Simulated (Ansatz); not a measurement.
Method: DFT PBE, scalar-relativistic, plane waves, PAW in Ansatz 0.2.0.

Settings: cutoff 420 eV, Γ-centred mesh 14×14×8 on the computed 4-atom cell, Gaussian smearing of 0.10 eV; no spin polarisation.

```
Hf C
1.0
     3.28868    0.00324    0.00000
    -1.64153    2.80601    0.00000
     0.00000    0.00000    5.23809
Hf C
2 2
Cartesian
  1.6079 0.9628 3.9286
  0.1165 1.9782 1.3095
  -0.0386 -0.0659 0.0020
  -0.0386 -0.0659 2.6171
```

(1) Is this geometry at equilibrium? Which atom feels the largest force?

(2) Give all forces and the stress.

Spin–orbit coupling is left out, which can shift energies with elements as heavy as these.

## Answers

(1) It isn't. Atom 2 (Hf) feels (-3.05, -2.79, 0.00) eV/Å, 4.135 eV/Å in size.

(2)
```csv
atom,Fx,Fy,Fz
Hf1,-0.061,-1.689,0.000
Hf2,-3.048,-2.794,0.000
C3,1.555,2.241,-0.364
C4,1.555,2.241,0.364
```
Stress (GPa, compression positive):
```
12.40  0.57  0.00
 0.57 14.94  0.00
 0.00  0.00 13.77
```

This form isn't the usual stable structure of the compound.